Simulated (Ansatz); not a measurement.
# C (Fd-3m) in Ansatz: a series of runs

The runs below take C through band structure, single point, equation of state, with BHLYP.

Everything below comes from runs of Ansatz 0.2.0. Logs are shortened: lines on timing, memory, paths and dates and some standing lists are left out, and cuts for length are marked.

### 1 The crystal as given

It takes space group Fd-3m (No. 227, cubic). The conventional cell has a = 3.567 Å, b = 3.567 Å, c = 3.567 Å, α = 90.00°, β = 90.00°, γ = 90.00°. C (site symmetry -43m) has 4 C at 1.54 Å as nearest neighbours.

This isn't the form of C at room conditions, which is graphite.

### 2 Band structure, BHLYP

Input file input.yaml:

```yaml
crystal:
  lattice:
    - [0.0, 1.78337, 1.78337]
    - [1.78337, 0.0, 1.78337]
    - [1.78337, 1.78337, 0.0]
  atoms:
    - { symbol: C, position: [0.75, 0.75, 0.75] }
    - { symbol: C, position: [0.5, 0.5, 0.5] }
hamiltonian:
  xc: { name: BHLYP }
  pseudopotentials: { kind: paw }
kpoints:
  mp_grid: { grid: [7, 7, 7] }
  band_path:
    path:
      - [[0.0, 0.0, 0.0], [0.5, 0.0, 0.5], [0.5, 0.25, 0.75], [0.375, 0.375, 0.75], [0.0, 0.0, 0.0], [0.5, 0.5, 0.5], [0.625, 0.25, 0.625], [0.5, 0.25, 0.75], [0.5, 0.5, 0.5], [0.375, 0.375, 0.75]]
      - [[0.625, 0.25, 0.625], [0.5, 0.0, 0.5]]
    npoints: 4
scf:
  occupations: { method: fermi_dirac, width: 0.05 }
  n_extra_bands: 6
output:
  forces: true
  stress: true
  eigenvalues: true
  fatbands: false
```

Potentials or basis: Ansatz PAW.

Command:

```
> ansatz run input.yaml --threads 2 --pin off --max-ram 5632MiB --backend cpu --events-out ev --progress --plain --runs-dir out
```

Log:

```text
Warning: output.stress: scf.convergence.dr2_threshold = 1e-7 eV (the SCF's general default) is looser than the 2e-10 eV advised for a printed stress (1e-10 eV for each atom of the cell: 2). What an SCF threshold leaves in a stress goes as its square root, and in the free energy as the threshold itself, and one threshold admits the most on a small cell: of the crystals measured, under no hybrid functional and no lock of the moments, on runs that ended without the residual-converged pass, on stresses that held no estimate of that error, the worst erred by over 100 MPa in a component at 1e-7 eV an atom and by under 5 at 1e-10. Set scf.convergence.dr2_threshold to 2e-10 eV or tighter. The threshold is an SCF's pass mark: one that does not reach it within its budget of iterations ends unconverged, or closes short of it on a stop that the run arms, and scf.convergence.dr2_threshold's page says what that costs each kind of run
Warning: output.stress: scf.exx.energy_threshold = 1e-6 eV is looser than the 2e-8 eV advised for a stress under a hybrid functional (1e-8 eV for each atom of the cell: 2). Every SCF of the exchange loop can meet its threshold on dr2 while the loop round them stops early: no threshold on dr2 bounds what that leaves in the stress. Set scf.exx.energy_threshold to 2e-8 eV or tighter. The threshold is the loop's pass mark: a loop that does not reach it within its budget of cycles ends unconverged, and scf.exx.energy_threshold's page has the law
Warning: RAYON_NUM_THREADS=2 ignored (pool sized by the plan → 2); use --threads N
scf.n_extra_bands = 6 over 4 filled bands (N_el = 8.0): the run solves 10 bands
Engine: ansatz 0.2.0, aarch64-unknown-linux-gnu
Pseudopotentials: kind: paw
Pseudopotential: C, paw, valence charge 4, recommended cutoff 420 eV (normal), C.paw.azcp
Functional definition: BHLYP
  parameter a = 0.5
  exchange = (1 - a)*b88_x + a*exact_x
  correlation = lyp_c
Crystal: 2 atoms, lattice volume = 11.344 Å³
Basis set: ecut = 420 eV, 229 PW (Γ), exchange–correlation on 36×36×36 points (8 copies of the dense FFT grid, shifted against one another)
Bands: 10, of which v1, the nominal top of the filled ones, is band 4 counted from 1 (3 counted from 0)
Symmetry: 48 space group operations
Space group: Fd-3m (ITA 227), of the structure as read, at distance tolerance 2.2e-5 Å
k-points: 20 of 343
Non-local potential: C, projectors of the file, l = 0: 2, l = 1: 2, l = 2: 1
PAW form: soft (Blöchl's): semilocal exchange-correlation on the pseudo side does not see the compensation charge
PAW frozen core: C, regenerated for the run's functional, and the local potential with it (the file was generated under x = pbe(κ = 0.804, μ = 0.2195149727645171), c = pbe(β = 0.06672455060314922))
PAW one-centre angular grid: C, 110 points (default); XC on 64 Gauss nodes
Initial density: superposition of atomic densities (neutral atoms: chi_scale 0, normalization atom), corrected by the library's trained network
Initial wavefunctions: pseudopotential atomic-orbital guess
Functional: x = b88, c = lyp, warm-up for x = 0.5 b88 + 0.5 exact, c = lyp
SCF iter   1: F=—  HF=-502.987011 eV  |F-HF|=—  |Δ(HF+E_count)|=         —  Δρ=1.78e-2  dr2=2.44e-2  ethr=1.77e-3  ⟨swp⟩=5.5  Hψ=873  notcnv=0
preconditioner: auto → none  [insulator: Δε(μ)=4.637 eV  Ē_g=23.254 eV  σ=0.050 eV  W_gap=1.00  n_scr=0 (ndim 8)  ℏωp=31.2 eV  f_vac=0.000  D(μ)=0.00/eV (n_scr^D=0)]
SCF iter   2: F=—  HF=-502.977597 eV  |F-HF|=—  |Δ(HF+E_count)|=   9.41e-3  Δρ=7.20e-3  dr2=4.12e-3  ethr=3.06e-4  ⟨swp⟩=2.2  Hψ=404  notcnv=0  defer=1
iter 3 solved again at ethr=1.48e-8 eV; its pass at ethr=5.15e-5 eV (dr2=1.19e-6 eV) is discarded
SCF iter   3: F=-502.975746 eV  HF=-502.975743 eV  |F-HF|=2.81e-6  |Δ(HF+E_count)|=   1.85e-3  Δρ=2.04e-4  dr2=1.39e-6  ethr=1.48e-8  ⟨swp⟩=3.8  Hψ=778  notcnv=0
SCF 1 stopped early in 3 iterations: F = -502.975746 eV  dr2 = 1.39e-6
Initial density: handed on by an earlier stage of this run
Initial wavefunctions: those handed on with the density
Functional: x = 0.5 b88 + 0.5 exact, c = lyp
Frozen-core exchange: fock
SCF iter   1: F=—  HF=-502.776785 eV  |F-HF|=—  |Δ(HF+E_count)|=         —  Δρ=1.96e-2  dr2=1.85e-2  ethr=1.74e-7  ⟨swp⟩=6.2  Hψ=1058  notcnv=0
preconditioner: auto → none  [insulator: Δε(μ)=8.305 eV  Ē_g=30.231 eV  σ=0.050 eV  W_gap=1.00  n_scr=0 (ndim 8)  ℏωp=31.2 eV  f_vac=0.000  D(μ)=0.00/eV (n_scr^D=0)]
[... 13 lines left out ...]
SCF 3 converged in 4 iterations: F = -502.785026 eV  dr2 = 5.46e-9
  Residual-converged pass: ⟨swp⟩=3.0  Hψ=329  notcnv=0  max |occ|·‖R‖ = 2.4e-6 eV (tolerance 2.4e-6 eV)  dr2=5.46e-9  dr2_onsite=4.90e-11  max |Δocc| = 0.0e0
hybrid outer 2: dexx = +5.056e-6 eV, tail = 3.64e-7 eV, Δε = 9.24e-3 eV (about 4.47e-4 eV left of the loop's levels)
Frozen-core exchange: fock
SCF iter   1: F=—  HF=-502.785029 eV  |F-HF|=—  |Δ(HF+E_count)|=         —  Δρ=2.82e-5  dr2=3.81e-8  ethr=2.28e-8  ⟨swp⟩=3.5  Hψ=472  notcnv=0
SCF iter   2: F=-502.785029 eV  HF=-502.785029 eV  |F-HF|=1.09e-11  |Δ(HF+E_count)|=   1.61e-8  Δρ=1.71e-6  dr2=1.48e-9  ethr=4.03e-10  ⟨swp⟩=3.0  Hψ=308  notcnv=0
SCF 4 converged in 2 iterations: F = -502.785029 eV  dr2 = 1.48e-9
  Residual-converged pass: ⟨swp⟩=3.0  Hψ=303  notcnv=0  max |occ|·‖R‖ = 2.4e-6 eV (tolerance 2.4e-6 eV)  dr2=1.48e-9  dr2_onsite=8.30e-12  max |Δocc| = 0.0e0
hybrid outer 3: dexx = +1.792e-8 eV, tail = 4.00e-9 eV, Δε = 2.52e-4 eV (about 2.76e-5 eV left of the loop's levels), ΔF = 1.04e-16 eV/Å (tail 7.85e-17)
NSCF: frozen V_eff on 42 k-points
hybrid SCF converged: 3 outer / 11 inner (+3 warm-up), last move |dexx| = 1.79e-8 eV, tail = 4.00e-9 eV
Stability not checked: this state was not tested for a lower state beside it, because the functional holds exact exchange (a hybrid, or Hartree-Fock), whose exchange loop this test does not read (fock_operator; see scf.lower_state_search)
Free energy (F): -502.785029 eV
Frozen-core exchange: fock
Harris-Foulkes:  -502.785029 eV  (|F-HF|=1.09e-11)
Internal energy: -502.785029 eV  (E = F + TS)
E sigma→0 (E₀):  -502.785029 eV
Fermi energy:    15.782269 eV
--- Per-component energies (eV) ---
  E_band       = 7.688903
  E_kinetic    = 185.224759
  E_local      = -122.907898  (includes V_loc(G=0)·N_el)
  E_nonlocal   = 52.900947
  E_hartree    = 27.272166
  E_xc         = -51.516620
  E_vxc        = -63.533239  (∫ρ·V_xc dr)
  E_exx        = -43.469741  (= α·E_x^exact, valence–valence)
  E_paw        = -202.267764  (= ΣΔE_a)
  E_vpaw       = -11.600597  (= ΣTr[D̂ρ^β])
  E_aug_tail   = 0.000018  (compensation charges beyond the density's cutoff)
  E_ewald      = -347.961363
  E_core_change = -0.059532  (= ΣΔE_core)
  E_smearing   = -0.000000  (= −TS)
  E_closure    = 0.000000  (closes the sum)
  Σ components = -502.785029   (vs F -502.785029, Δ=5.68e-14)
--- Forces (eV/Å), atoms counted from 1 ---
  atom   1  C     -0.00000000     0.00000000    -0.00000000
  atom   2  C      0.00000000     0.00000000    -0.00000000
  max |Σ_I F_I| component: 3.70e-17 eV/Å
--- Stress (GPa, compression-positive) ---
       -9.681367      -0.000000      -0.000000
        0.000000      -9.681367      -0.000000
       -0.000000      -0.000000      -9.681367
  P = ⅓ Tr σ = -9.6814 GPa (-96.814 kbar)
--- Band table (eV; the first three rows and the last of 20) ---
  k-point 0: bands = ["-13.7839", "11.5410", "11.5410", "11.5410", "21.6541", "21.6541", "21.6541", "30.4702", "36.0750", "43.5741"]
  k-point 1: bands = ["-13.1336", "8.1313", "10.6378", "10.6378", "22.8647", "22.8647", "23.2577", "31.0236", "37.0448", "40.0311"]
  k-point 2: bands = ["-11.2098", "2.3819", "9.2015", "9.2015", "24.4958", "24.4958", "24.6496", "32.2714", "37.9218", "39.5409"]
  k-point 19: bands = ["-4.0708", "-2.0393", "1.0465", "3.9432", "24.4108", "28.5005", "30.0332", "30.8666", "36.6566", "40.6917"]
```

Wall time 42 s (2 threads of Arm Neoverse V1, shared host); peak memory 0.45 GiB.

What came out:

| Property | Result |
| --- | --- |
| Free energy | -502.7850 eV |
| Pressure | -9.7 GPa |
| Band gap on the k mesh | 8.54 eV, indirect (least direct gap 10.11 eV) |
| Band gap along the path | 8.40 eV, indirect (least direct gap 10.11 eV) |

Levels at the corners of the path, in eV from the valence-band top:
| point | band 1 | band 2 | band 3 | band 4 | band 5 | band 6 | band 7 | band 8 |
| --- | --- | --- | --- | --- | --- | --- | --- | --- |
| Γ | -25.32 | 0.00 | 0.00 | 0.00 | 10.11 | 10.11 | 10.11 | 18.93 |
| X | -15.22 | -15.22 | -7.33 | -7.33 | 9.08 | 9.08 | 23.21 | 23.21 |
| W | -14.38 | -14.38 | -9.55 | -9.55 | 15.60 | 15.60 | 17.92 | 17.92 |
| K | -15.58 | -14.00 | -10.69 | -6.25 | 10.11 | 15.87 | 20.37 | 21.75 |
| Γ | -25.32 | 0.00 | 0.00 | 0.00 | 10.11 | 10.11 | 10.11 | 18.93 |
| L | -18.77 | -15.61 | -3.30 | -3.30 | 13.40 | 13.40 | 13.64 | 21.43 |
| U | -15.58 | -14.00 | -10.69 | -6.25 | 10.11 | 15.87 | 20.37 | 21.75 |
| W | -14.38 | -14.38 | -9.55 | -9.55 | 15.60 | 15.60 | 17.92 | 17.92 |
| L | -18.77 | -15.61 | -3.30 | -3.30 | 13.40 | 13.40 | 13.64 | 21.43 |
| K | -15.58 | -14.00 | -10.69 | -6.25 | 10.11 | 15.87 | 20.37 | 21.75 |
| U | -15.58 | -14.00 | -10.69 | -6.25 | 10.11 | 15.87 | 20.37 | 21.75 |
| X | -15.22 | -15.22 | -7.33 | -7.33 | 9.08 | 9.08 | 23.21 | 23.21 |

Caveat: the k mesh is coarse (spacing up to 0.44 Å⁻¹), so the values aren't converged, least of all with exact exchange; the k mesh misses the band edges, so the gap on the mesh is wider than the one along the path; the pressure holds a Pulay correction of +0.8 GPa for the finite cutoff; the PAW data sets come from PBE, with cores solved anew for the run's functional, which leaves a small shift of forces and pressure; the thresholds are loose for stress.

### 3 Single point, BHLYP, 5.33 Å³/atom (volume scaled by 0.94)

Input file input.yaml:

```yaml
crystal:
  lattice:
    - [0.0, 1.7469644787, 1.7469644787]
    - [1.7469644787, 0.0, 1.7469644787]
    - [1.7469644787, 1.7469644787, 0.0]
  atoms:
    - { symbol: C, position: [0.75, 0.75, 0.75] }
    - { symbol: C, position: [0.5, 0.5, 0.5] }
hamiltonian:
  xc: { name: BHLYP }
  pseudopotentials: { kind: paw }
kpoints:
  mp_grid: { grid: [7, 7, 7] }
scf:
  occupations: { method: fermi_dirac, width: 0.05 }
output:
  forces: true
  stress: true
  eigenvalues: true
  write_density: true
  write_potential: true
  elf: true
  volumetric_format: npy
```

Potentials or basis: Ansatz PAW.

Command:

```
> ansatz run input.yaml --threads 2 --pin off --max-ram 5632MiB --backend cpu --events-out ev --progress --plain --runs-dir out
```

Wall time 4.3 s (2 threads of Arm Neoverse V1, shared host); peak memory 0.43 GiB.

The run converged. Its results:

```yaml
Free_energy: -502.7631 eV
Pressure: 21.4 GPa
Band_gap_on_the_k_mesh: 8.72 eV, indirect (least direct gap 10.33 eV)
```

Caveat: the k mesh is coarse (spacing up to 0.44 Å⁻¹), so the values aren't converged, least of all with exact exchange; odd divisions of the mesh miss points on the zone boundary, where band edges often lie, so the gap on the mesh can be too wide; the pressure holds a Pulay correction of +0.8 GPa for the finite cutoff; the PAW data sets come from PBE, with cores solved anew for the run's functional, which leaves a small shift of forces and pressure; the thresholds are loose for stress.

### 4 Single point, BHLYP, 5.44 Å³/atom (volume scaled by 0.96)

Input file input.yaml:

```yaml
crystal:
  lattice:
    - [0.0, 1.7592674508, 1.7592674508]
    - [1.7592674508, 0.0, 1.7592674508]
    - [1.7592674508, 1.7592674508, 0.0]
  atoms:
    - { symbol: C, position: [0.75, 0.75, 0.75] }
    - { symbol: C, position: [0.5, 0.5, 0.5] }
hamiltonian:
  xc: { name: BHLYP }
  pseudopotentials: { kind: paw }
kpoints:
  mp_grid: { grid: [7, 7, 7] }
scf:
  occupations: { method: fermi_dirac, width: 0.05 }
output:
  forces: true
  stress: true
  eigenvalues: true
```

Command:

```
> ansatz run input.yaml --threads 2 --pin off --max-ram 5632MiB --backend cpu --events-out ev --progress --plain --runs-dir out
```

It took 4.4 s on 2 threads of Arm Neoverse V1, shared host; peak memory 0.44 GiB.

Results (log left out):

```
Free energy            : -502.7852 eV
Pressure               : 10.0 GPa
Band gap on the k mesh : 8.66 eV, indirect (least direct gap 10.26 eV)
```

Caveat: the k mesh is coarse (spacing up to 0.44 Å⁻¹), so the values aren't converged, least of all with exact exchange; odd divisions of the mesh miss points on the zone boundary, where band edges often lie, so the gap on the mesh can be too wide; the pressure holds a Pulay correction of +0.8 GPa for the finite cutoff; the PAW data sets come from PBE, with cores solved anew for the run's functional, which leaves a small shift of forces and pressure; the thresholds are loose for stress.

### 5 Single point, BHLYP, 5.56 Å³/atom (volume scaled by 0.98)

Edit input.yaml of step 4 so:

```diff
@@ -2,5 +2,5 @@
   lattice:
-    - [0.0, 1.7592674508, 1.7592674508]
-    - [1.7592674508, 0.0, 1.7592674508]
-    - [1.7592674508, 1.7592674508, 0.0]
+    - [0.0, 1.7714007132, 1.7714007132]
+    - [1.7714007132, 0.0, 1.7714007132]
+    - [1.7714007132, 1.7714007132, 0.0]
   atoms:
@@ -19 +19,5 @@
   eigenvalues: true
+  write_density: true
+  write_potential: true
+  elf: true
+  volumetric_format: npy
```

Command:

```
> ansatz run input.yaml --threads 2 --pin off --max-ram 5632MiB --backend cpu --events-out ev --progress --plain --runs-dir out
```

Run time: 4.5 s. Hardware: 2 threads of Arm Neoverse V1, shared host; peak memory 0.44 GiB.

Results (log left out):

- Free energy: -502.7922 eV
- Pressure: -0.3 GPa
- Band gap on the k mesh: 8.60 eV, indirect (least direct gap 10.19 eV)

Caveat: the k mesh is coarse (spacing up to 0.44 Å⁻¹), so the values aren't converged, least of all with exact exchange; odd divisions of the mesh miss points on the zone boundary, where band edges often lie, so the gap on the mesh can be too wide; the pressure holds a Pulay correction of +0.8 GPa for the finite cutoff; the PAW data sets come from PBE, with cores solved anew for the run's functional, which leaves a small shift of forces and pressure; the thresholds are loose for stress.

### 6 Single point, BHLYP, 5.67 Å³/atom

Edit input.yaml of step 5 so:

```diff
@@ -2,5 +2,5 @@
   lattice:
-    - [0.0, 1.7714007132, 1.7714007132]
-    - [1.7714007132, 0.0, 1.7714007132]
-    - [1.7714007132, 1.7714007132, 0.0]
+    - [0.0, 1.78337, 1.78337]
+    - [1.78337, 0.0, 1.78337]
+    - [1.78337, 1.78337, 0.0]
   atoms:
```

Potentials or basis: Ansatz PAW.

Command:

```
> ansatz run input.yaml --threads 2 --pin off --max-ram 5632MiB --backend cpu --events-out ev --progress --plain --runs-dir out
```

Wall time 4.5 s (2 threads of Arm Neoverse V1, shared host); peak memory 0.44 GiB.

Results (log left out):

```
Free energy            : -502.7850 eV
Pressure               : -9.7 GPa
Band gap on the k mesh : 8.54 eV, indirect (least direct gap 10.11 eV)
```

Caveat: the k mesh is coarse (spacing up to 0.44 Å⁻¹), so the values aren't converged, least of all with exact exchange; odd divisions of the mesh miss points on the zone boundary, where band edges often lie, so the gap on the mesh can be too wide; the pressure holds a Pulay correction of +0.8 GPa for the finite cutoff; the PAW data sets come from PBE, with cores solved anew for the run's functional, which leaves a small shift of forces and pressure; the thresholds are loose for stress.

### 7 Single point, BHLYP, 5.79 Å³/atom (volume scaled by 1.02)

Input file input.yaml:

```yaml
crystal:
  lattice:
    - [0.0, 1.7951807415, 1.7951807415]
    - [1.7951807415, 0.0, 1.7951807415]
    - [1.7951807415, 1.7951807415, 0.0]
  atoms:
    - { symbol: C, position: [0.75, 0.75, 0.75] }
    - { symbol: C, position: [0.5, 0.5, 0.5] }
hamiltonian:
  xc: { name: BHLYP }
  pseudopotentials: { kind: paw }
kpoints:
  mp_grid: { grid: [7, 7, 7] }
scf:
  occupations: { method: fermi_dirac, width: 0.05 }
output:
  forces: true
  stress: true
  eigenvalues: true
```

Command:

```
> ansatz run input.yaml --threads 2 --pin off --max-ram 5632MiB --backend cpu --events-out ev --progress --plain --runs-dir out
```

It took 4.3 s on 2 threads of Arm Neoverse V1, shared host; peak memory 0.44 GiB.

The run converged. Its results:

```yaml
Free_energy: -502.7650 eV
Pressure: -18.2 GPa
Band_gap_on_the_k_mesh: 8.48 eV, indirect (least direct gap 10.04 eV)
```

Caveat: the k mesh is coarse (spacing up to 0.43 Å⁻¹), so the values aren't converged, least of all with exact exchange; odd divisions of the mesh miss points on the zone boundary, where band edges often lie, so the gap on the mesh can be too wide; the pressure holds a Pulay correction of +0.8 GPa for the finite cutoff; the PAW data sets come from PBE, with cores solved anew for the run's functional, which leaves a small shift of forces and pressure; the thresholds are loose for stress.

### 8 Single point, BHLYP, 5.90 Å³/atom (volume scaled by 1.04)

Edit input.yaml of step 7 so:

```diff
@@ -2,5 +2,5 @@
   lattice:
-    - [0.0, 1.7951807415, 1.7951807415]
-    - [1.7951807415, 0.0, 1.7951807415]
-    - [1.7951807415, 1.7951807415, 0.0]
+    - [0.0, 1.806838086, 1.806838086]
+    - [1.806838086, 0.0, 1.806838086]
+    - [1.806838086, 1.806838086, 0.0]
   atoms:
```

Command:

```
> ansatz run input.yaml --threads 2 --pin off --max-ram 5632MiB --backend cpu --events-out ev --progress --plain --runs-dir out
```

Wall time 4.4 s (2 threads of Arm Neoverse V1, shared host); peak memory 0.44 GiB.

The run converged. Its results:

| Quantity | Value |
| --- | --- |
| Free energy | -502.7336 eV |
| Pressure | -26.0 GPa |
| Band gap on the k mesh | 8.42 eV, indirect (least direct gap 9.98 eV) |

Caveat: the k mesh is coarse (spacing up to 0.43 Å⁻¹), so the values aren't converged, least of all with exact exchange; odd divisions of the mesh miss points on the zone boundary, where band edges often lie, so the gap on the mesh can be too wide; the pressure holds a Pulay correction of +0.8 GPa for the finite cutoff; the PAW data sets come from PBE, with cores solved anew for the run's functional, which leaves a small shift of forces and pressure; the thresholds are loose for stress.

### 9 Single point, BHLYP, 6.01 Å³/atom (volume scaled by 1.06)

Edit input.yaml of step 8 so:

```diff
@@ -2,5 +2,5 @@
   lattice:
-    - [0.0, 1.806838086, 1.806838086]
-    - [1.806838086, 0.0, 1.806838086]
-    - [1.806838086, 1.806838086, 0.0]
+    - [0.0, 1.8183469191, 1.8183469191]
+    - [1.8183469191, 0.0, 1.8183469191]
+    - [1.8183469191, 1.8183469191, 0.0]
   atoms:
@@ -19 +19,5 @@
   eigenvalues: true
+  write_density: true
+  write_potential: true
+  elf: true
+  volumetric_format: npy
```

Potentials or basis: Ansatz PAW.

Command:

```
> ansatz run input.yaml --threads 2 --pin off --max-ram 5632MiB --backend cpu --events-out ev --progress --plain --runs-dir out
```

It took 4.5 s on 2 threads of Arm Neoverse V1, shared host; peak memory 0.45 GiB.

The run converged. Its results:

```
Free energy            : -502.6914 eV
Pressure               : -33.2 GPa
Band gap on the k mesh : 8.36 eV, indirect (least direct gap 9.91 eV)
```

Caveat: the k mesh is coarse (spacing up to 0.43 Å⁻¹), so the values aren't converged, least of all with exact exchange; odd divisions of the mesh miss points on the zone boundary, where band edges often lie, so the gap on the mesh can be too wide; the pressure holds a Pulay correction of +0.8 GPa for the finite cutoff; the PAW data sets come from PBE, with cores solved anew for the run's functional, which leaves a small shift of forces and pressure; the thresholds are loose for stress.

### 10 Equation of state, BHLYP

Potentials or basis: Ansatz PAW.

No new run: the results of the series are fitted here.

Results:

| Item | Value |
| --- | --- |
| Equilibrium volume | 5.56 Å³/atom |
| Bulk modulus | 485 GPa |
| Pressure derivative of the bulk modulus | 3.6 |

Energy against volume, from the lowest point:
| volume (Å³/atom) | energy (meV/atom) |
| --- | --- |
| 5.332 | 14.57 |
| 5.445 | 3.53 |
| 5.558 | 0.00 |
| 5.672 | 3.60 |
| 5.785 | 13.61 |
| 5.899 | 29.33 |
| 6.012 | 50.40 |

Caveat: the k mesh is coarse (spacing up to 0.44 Å⁻¹), so the values aren't converged, least of all with exact exchange; the potentials were made for another functional, which shifts forces and pressure.
